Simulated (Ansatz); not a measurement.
BN: the change of phonon heat capacity and phonon entropy with temperature

All results are calculated (Ansatz 0.2.0). Harmonic vibrational free energy, entropy and heat capacity at constant volume, per atom, from the force constants of a q mesh, imaginary modes left out; plane waves with PAW datasets, Gamma-centred k mesh.

Structure of every row (space group F-43m, No. 216):
```
BN
1.0
      0.0000     1.8123     1.8123
      1.8123     0.0000     1.8123
      1.8123     1.8123     0.0000
B N
1 1
Direct
  0.25000 0.25000 0.25000
  0.50000 0.50000 0.50000
```

Settings of every row: functional PBE; dispersion none; spin none; wave cutoff 420 eV; k mesh 12x12x12; occupations fixed; smearing width 0 eV; pressure 0 GPa; phonon method linear response; q mesh 4x4x4.

Limits: coarse q mesh; phonon interpolation lacks quadrupole term.

| row | temperature (K) | phonon heat capacity (kB/atom) | phonon entropy (kB/atom) | phonon free energy (meV/atom) |
| --- | --- | --- | --- | --- |
| 1 | 200 | 0.422 | 0.143 | 155.1 |
| 2 | 300 | ? | ? | ? |
| 3 | 400 | 1.509 | 0.782 | 147.6 |
| 4 | 500 | 1.885 | 1.162 | 139.2 |
| 5 | 600 | 2.15 | 1.53 | 127.6 |
| 6 | 700 | 2.337 | 1.876 | 112.9 |
| 7 | 800 | 2.472 | 2.198 | 95.3 |
| 8 | 900 | 2.571 | 2.495 | 75.1 |
| 9 | 1000 | 2.645 | 2.77 | 52.4 |

Question: what phonon heat capacity and phonon entropy should row 2 give?

Worked fit of phonon heat capacity. At high temperature a harmonic heat capacity falls short of its limit by a term in 1/T², so take t = (100 K / T)². The shown rows have t = 0.25, 0.0625, 0.04, 0.02778, 0.02041, 0.01562, 0.01235, 0.01. Least squares give phonon heat capacity = 2.8721 − 26.6093 × t + 67.254 × t² kB/atom; a straight line predicts inner rows, each left out in turn, worse (root mean square 0.26 against 0.055 kB/atom). The rows lie off it by -0.001, 0.037, -0.030, -0.035, -0.020, -0.001, 0.017, 0.032 (root mean square 0.026 kB/atom), a smooth pattern that one more power would take up: the form is only approximate. The constant, 2.8721 kB/atom, is to be held against the harmonic limit of 3 k_B an atom; it falls short where the stiffest modes are still partly frozen in this range. The withheld row has t = 0.11111, so the fit gives 2.8721 − 26.6093 × (0.11111) + 67.254 × (0.11111)² = 0.746 kB/atom.

The calculation gave 0.998 kB/atom. The fit lies 0.252 kB/atom (25 % of the value, 11 % of the column's range) below it; its largest miss of a shown row is 0.037 kB/atom.

Worked fit of phonon entropy. Entropy rises as the heat capacity times the change of ln T, so take t = ln(T / 300 K). The shown rows have t = -0.4055, 0.2877, 0.5108, 0.6931, 0.8473, 0.9808, 1.0986, 1.204. Least squares give phonon entropy = 0.437 + 1.04309 × t + 0.75467 × t² kB/atom; a straight line predicts inner rows, each left out in turn, worse (root mean square 0.19 against 0.015 kB/atom). The rows lie off it by 0.005, -0.018, -0.005, 0.008, 0.013, 0.012, 0.001, -0.017 (root mean square 0.011 kB/atom), a smooth pattern that one more power would take up: the form is only approximate. The slope at t = 0, 1.04 kB/atom, estimates the heat capacity at 300 K. The withheld row has t = 0, so the fit gives 0.437 + 1.04309 × (0) + 0.75467 × (0)² = 0.437 kB/atom.

The calculation gave 0.422 kB/atom. The fit lies 0.015 kB/atom (3.6 % of the value, 0.57 % of the column's range) above it; its largest miss of a shown row is 0.018 kB/atom.

The other values of row 2: phonon free energy 152.7 meV/atom.
